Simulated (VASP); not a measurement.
# Al in VASP: relaxation of the atoms with PBE

Aim: the relaxation of the atoms of Al with PBE.

All numbers are computed with VASP 6.6.1; they aren't measurements. Logs are shortened: lines on timing, memory, paths and dates and some standing lists are left out, and cuts for length are marked.

## (1) The slab as given

The cell holds a slab with vacuum, 9 atoms: a = 2.857 Å, b = 2.857 Å, c = 33.660 Å, α = 90.00°, β = 90.00°, γ = 60.00°.

The cell was built by a generator and needn't be a form met in nature.

## (2) Relaxation of the atoms, PBE

File INCAR:

```
PREC = Accurate
ENCUT = 520
EDIFF = 1E-6
ISMEAR = 1
SIGMA = 0.1
LREAL = False
LASPH = True
NELM = 80
ALGO = Fast
ISIF = 2
LWAVE = False
LCHARG = False
GGA = PE
IBRION = 2
NSW = 30
EDIFFG = -0.02
KPAR = 2
```

File KPOINTS:

```
regular mesh
0
Gamma
  16 16 1
```

File POSCAR:

```
Al
1.0
    2.8567114000      0.0000000000      0.0000000000
    1.4283557000      2.4739846400      0.0000000000
    0.0000000000      0.0000000000     33.6599607000
Al
9
Direct
    0.3333333300      0.3333333300      0.2228166600
    0.6666666700      0.6666666700      0.2921124900
    0.0000000000      0.0000000000      0.3614083300
    0.3333333300      0.3333333300      0.4307041600
    0.6666666700      0.6666666700      0.5000000000
    0.0000000000      0.0000000000      0.5692958400
    0.3333333300      0.3333333300      0.6385916700
    0.6666666700      0.6666666700      0.7078875100
    0.0000000000      0.0000000000      0.7771833400
```

Potentials or basis: VASP PAW PBE potentials, release 64 (Al).

Run with:

```
$ cat potpaw_PBE.64/Al/POTCAR > POTCAR
$ mpirun -np 2 vasp_std > vasp.out
```

OUTCAR:

```text
PREC = Accurate
   ENCUT = 520
   EDIFF = 1E-6
   ISMEAR = 1
   LREAL = False
   LASPH = True
   NELM = 80
   ISIF = 2
   GGA = PE
   IBRION = 2
   NSW = 30
   EDIFFG = -0.02

 ion  position               nearest neighbor table
   1  0.333  0.333  0.223-   2 2.86   2 2.86   2 2.86
   2  0.667  0.667  0.292-   1 2.86   1 2.86   1 2.86   3 2.86   3 2.86   3 2.86
   3  0.000  0.000  0.361-   4 2.86   4 2.86   4 2.86   2 2.86   2 2.86   2 2.86
   4  0.333  0.333  0.431-   3 2.86   3 2.86   3 2.86   5 2.86   5 2.86   5 2.86
   5  0.667  0.667  0.500-   4 2.86   4 2.86   6 2.86   6 2.86   6 2.86   4 2.86
   6  0.000  0.000  0.569-   7 2.86   7 2.86   7 2.86   5 2.86   5 2.86   5 2.86
   7  0.333  0.333  0.639-   6 2.86   6 2.86   6 2.86   8 2.86   8 2.86   8 2.86
   8  0.667  0.667  0.708-   9 2.86   9 2.86   9 2.86   7 2.86   7 2.86   7 2.86
   9  0.000  0.000  0.777-   8 2.86   8 2.86   8 2.86

  LATTYP: Found a hexagonal cell.
 ALAT       =     2.8567113968
 C/A-ratio  =    11.7827655736

  Lattice vectors:

 A1 = (  -1.4283557000,  -2.4739846400,   0.0000000000)
 A2 = (   2.8567114000,   0.0000000000,   0.0000000000)
 A3 = (   0.0000000000,   0.0000000000,  33.6599607000)

Analysis of symmetry for initial positions (statically):
=====================================================================
 Subroutine PRICEL returns:
 Original cell was already a primitive cell.

 Routine SETGRP: Setting up the symmetry group for a
 hexagonal supercell.

 Subroutine GETGRP returns: Found 12 space group operations
 (whereof  6 operations were pure point group operations)
 out of a pool of 24 trial point group operations.

The static configuration has the point symmetry C_3v.
 The point group associated with its full space group is D_3d.

Analysis of symmetry for dynamics (positions and initial velocities):
=====================================================================
 Subroutine PRICEL returns:
 Original cell was already a primitive cell.

 Routine SETGRP: Setting up the symmetry group for a
 hexagonal supercell.

 Subroutine GETGRP returns: Found 12 space group operations
 (whereof  6 operations were pure point group operations)
 out of a pool of 24 trial point group operations.

The dynamic configuration has the point symmetry C_3v.
 The point group associated with its full space group is D_3d.

 Subroutine INISYM returns: Found 12 space group operations
 (whereof  6 operations are pure point group operations),
 and found     1 'primitive' translations

----------------------------------------------------------------------------------------

                                     Primitive cell

  volume of cell :     237.8904

  direct lattice vectors                    reciprocal lattice vectors
     2.856711400  0.000000000  0.000000000     0.350052861 -0.202103114  0.000000000
     1.428355700  2.473984640  0.000000000     0.000000000  0.404206228  0.000000000
     0.000000000  0.000000000 33.659960700     0.000000000  0.000000000  0.029708888

  length of vectors
     2.856711400  2.856711397 33.659960700     0.404206228  0.404206228  0.029708888

  position of ions in fractional coordinates (direct lattice)
     0.333333330  0.333333330  0.222816660
     0.666666670  0.666666670  0.292112490
     0.000000000  0.000000000  0.361408330
     0.333333330  0.333333330  0.430704160
     0.666666670  0.666666670  0.500000000
     0.000000000  0.000000000  0.569295840
     0.333333330  0.333333330  0.638591670
     0.666666670  0.666666670  0.707887510
     0.000000000  0.000000000  0.777183340

  ion indices of the primitive-cell ions
   primitive index   ion index
                 1           1
                 2           2
                 3           3
                 4           4
                 5           5
                 6           6
                 7           7
                 8           8
                 9           9

----------------------------------------------------------------------------------------

 KPOINTS: regular mesh

Automatic generation of k-mesh.
 Grid dimensions read from file:
 generate k-points for:   16   16    1

 Generating k-lattice:

  Cartesian coordinates                     Fractional coordinates (reciprocal lattice)
     0.021878304 -0.012631445  0.000000000     0.062500000  0.000000000  0.000000000
     0.000000000  0.025262889  0.000000000     0.000000000  0.062500000  0.000000000
     0.000000000  0.000000000  0.029708888     0.000000000  0.000000000  1.000000000

  Length of vectors
     0.025262889  0.025262889  0.029708888

  Shift w.r.t. Gamma in fractional coordinates (k-lattice)
     0.000000000  0.000000000  0.000000000

 Subroutine IBZKPT returns following result:
 ===========================================

 Found     30 irreducible k-points:

 Following reciprocal coordinates:
            Coordinates               Weight
  0.000000  0.000000  0.000000      1.000000
  0.062500 -0.000000  0.000000      6.000000
  0.125000 -0.000000  0.000000      6.000000
  0.187500 -0.000000  0.000000      6.000000
  0.250000 -0.000000  0.000000      6.000000
  0.312500 -0.000000  0.000000      6.000000
[... 16 lines left out ...]
  0.375000  0.187500  0.000000      6.000000
  0.437500  0.187500  0.000000     12.000000
 [... further k-points ...]
   k-points           NKPTS =     30   k-points in BZ     NKDIM =     30   number of bands    NBANDS=     18
   number of dos      NEDOS =    301   number of ions     NIONS =      9
   total plane-waves  NPLWV = 144000
   dimension x,y,z NGX =    24 NGY =   24 NGZ =  250
   dimension x,y,z NGXF=    48 NGYF=   48 NGZF=  500
   ions per type =               9
   NGX,Y,Z   is equivalent  to a cutoff of  13.97, 13.97, 12.35 a.u.
   NGXF,Y,Z  is equivalent  to a cutoff of  27.93, 27.93, 24.69 a.u.
 SYSTEM =  unknown system
   PREC   = accura    normal or accurate (medium, high low for compatibility)
   ISTART =      0    job   : 0-new  1-cont  2-samecut
   ICHARG =      2    charge: 1-file 2-atom 10-const
   ISPIN  =      1    spin polarized calculation?
   LNONCOLLINEAR =      F non collinear calculations
   LSORBIT =      F    spin-orbit coupling
   LASPH  =      T    aspherical Exc in radial PAW
   ENCUT  =  520.0 eV  38.22 Ry    6.18 a.u.   5.31  5.31 62.59*2*pi/ulx,y,z
   NELM   =     80;   NELMIN=  2; NELMDL= -5     # of ELM steps
   EDIFF  = 0.1E-05   stopping-criterion for ELM
   LREAL  =      F    real-space projection
   EDIFFG = -.2E-01   stopping-criterion for IOM
   NSW    =     30    number of steps for IOM
   IBRION =      2    ionic relax: 0-MD 1-quasi-New 2-CG
   NFREE  =      1    steps in history (QN), initial steepest desc. (CG)
   ISIF   =      2    stress and relaxation
   ISYM   =      2    0-nonsym 1-usesym 2-fastsym
   POTIM  = 0.5000    time-step for ionic-motion
   TEBEG  =    0.0;   TEEND  =   0.0 temperature during run
   PSTRESS=    0.0 pullay stress
   NELECT =      27.0000    total number of electrons
   NUPDOWN=      -1.0000    fix difference up-down
   EMIN   =  10.00;   EMAX   =-10.00  energy-range for DOS
   EFERMI =   0.00;   METHOD = LEGACY
   ISMEAR =     1;   SIGMA  =   0.10  broadening in eV -4-tet -1-fermi 0-gaus
   EFERMI_NEDOS =   21; number of points for ismear=-14 and -15
   IALGO  =     68    algorithm
   IMIX   =      4    mixing-type and parameters
     AMIX     =   0.40;   BMIX     =  1.00
     AMIX_MAG =   1.60;   BMIX_MAG =  1.00
  volume/ion in A,a.u.               =      26.43       178.37
  Fermi-wavevector in a.u.,A,eV,Ry     =   0.792630  1.497853  8.548025  0.628262
  Thomas-Fermi vector in A             =   1.898406
   LORBIT       =      0    0 simple, 1 ext, 2 COOP (PROOUT), +10 PAW based schemes
   GGA     = PE    functional components
   LHFCALC =     F    Hartree Fock is set to
   AEXX    =    0.0000 exact exchange contribution
   IVDW    =     0    specifies the selected vdW correction
   LEPSILON=     F    determine dielectric tensor
   LRPA    =     F    only Hartree local field effects (RPA)
 conjugate gradient relaxation of ions
 non-spin polarized calculation
 RMM-DIIS sequential band-by-band and
 Methfessel and Paxton  Order N= 1 SIGMA  =   0.10
  energy-cutoff  :      520.00
  volume of cell :      237.89
 maximum number of plane-waves:      6446
 NGX is ok and might be reduce to    24
   NGX = 11   NGY = 11   NGZ =125

--------------------------------------- Ionic step        1  -------------------------------------------

 number of electron      27.0000000 magnetization

 Free energy of the ion-electron system (eV)
  ---------------------------------------------------
  ext. energy  EPLUGINS =         0.00000000
  ---------------------------------------------------
  free energy    TOTEN  =       -33.02471554 eV

  energy without entropy =      -33.02653855  energy(sigma->0) =      -33.02532321

------------------------ aborting loop because EDIFF is reached ----------------------------------------

  FORCE on cell =-STRESS in cart. coord.  units (eV):
  Direction    XX          YY          ZZ          XY          YZ          ZX
  --------------------------------------------------------------------------------------
  -------------------------------------------------------------------------------------
  Total       -1.2429072     -1.2429072      0.2468661      0.0000000     -0.0000000      0.0000000
  in kB       -8.3709031     -8.3709031      1.6626276      0.0000000     -0.0000000      0.0000000
  external PRESSURE =      -5.0263929 kB  Pullay stress =       0.0000000 kB
[... 71 lines left out ...]
  energy  without entropy=      -33.0271331371  energy(sigma->0) =      -33.02598266

--------------------------------------- Ionic step        3  -------------------------------------------

 number of electron      27.0000000 magnetization

 Free energy of the ion-electron system (eV)
  ---------------------------------------------------
  ext. energy  EPLUGINS =         0.00000000
  ---------------------------------------------------
  free energy    TOTEN  =       -33.02574688 eV

  energy without entropy =      -33.02732891  energy(sigma->0) =      -33.02627422

 E-fermi :   3.5113     XC(G=0):  -6.9117

 val. band max:        3.4831190230   @ k =   0.2500   0.1250   0.0000
 cond. band min:       3.5610541673   @ k =   0.2500   0.0625   0.0000
 fundamental gap:      0.0779351443
 Fermi energy:         3.5113308988

 k-point     1 :       0.0000    0.0000    0.0000
  band No.  band energies     occupation
      1      -7.5604      2.00000
      2      -7.3227      2.00000
      3      -6.9322      2.00000
      4      -6.3875      2.00000
      5      -5.7192      2.00000
      6      -4.9234      2.00000
[... 10 lines left out ...]
     17       7.6716      0.00000
     18       9.0229      0.00000
[... 466 lines left out ...]
      2      -3.8762      2.00000
      3      -3.4944      2.00000
      4      -2.9617      2.00000
      5      -2.3091      2.00000
      6      -1.5337      2.00000
[... 10 lines left out ...]
     17       4.8126     -0.00000
     18       4.8825     -0.00000

 [... further k-points ...]

------------------------ aborting loop because EDIFF is reached ----------------------------------------

  FORCE on cell =-STRESS in cart. coord.  units (eV):
  Direction    XX          YY          ZZ          XY          YZ          ZX
  --------------------------------------------------------------------------------------
  -------------------------------------------------------------------------------------
  Total       -1.2467977     -1.2467976      0.1488644     -0.0000000      0.0000000      0.0000000
  in kB       -8.3971050     -8.3971050      1.0025928     -0.0000000      0.0000000      0.0000000
  external PRESSURE =      -5.2638724 kB  Pullay stress =       0.0000000 kB
[... 24 lines left out ...]
  FREE ENERGIE OF THE ION-ELECTRON SYSTEM (eV)
  ---------------------------------------------------
  free  energy   TOTEN  =       -33.0257468759 eV

  energy  without entropy=      -33.0273289071  energy(sigma->0) =      -33.02627422

 reached required accuracy - stopping structural energy minimisation
```

Run time: 2.2 min. Hardware: 2 MPI ranks of Intel Xeon 6975P-C (Granite Rapids), shared host; peak memory 0.41 GiB.

Results:

```yaml
Free_energy: -33.0257 eV
Energy_gained_by_relaxing: 0.1 meV/atom
Ionic_steps: 3
Largest_force_after_relaxing: 0.010 eV/Å
```

Forces on the atoms (eV/Å):
```
Al   0.000  0.000 -0.009
Al   0.000  0.000 -0.001
Al   0.000  0.000  0.008
Al   0.000  0.000 -0.010
Al   0.000  0.000  0.000
Al   0.000  0.000  0.010
Al   0.000  0.000 -0.008
Al   0.000  0.000  0.001
Al   0.000  0.000  0.009
```

Step by step:
| step | energy change (eV) | largest force (eV/Å) | pressure (GPa) |
| --- | --- | --- | --- |
| 1 | 0.0000 | 0.0725 | -0.50 |
| 2 | -0.0007 | 0.0410 | -0.51 |
| 3 | -0.0010 | 0.0103 | -0.53 |

Final structure:
```xyz
9
Lattice="2.8567 0.0000 0.0000 1.4284 2.4740 0.0000 0.0000 0.0000 33.6600" Properties=species:S:1:pos:R:3 pbc="T T T"
Al    1.4284    0.8247    7.4944
Al    2.8567    1.6493    9.8407
Al    0.0000    0.0000   12.1607
Al    1.4284    0.8247   14.4975
Al    2.8567    1.6493   16.8300
Al    0.0000    0.0000   19.1625
Al    1.4284    0.8247   21.4993
Al    2.8567    1.6493   23.8193
Al    0.0000    0.0000   26.1656
```

Caveat: the bands computed are all filled at some k points, so no gap is given.
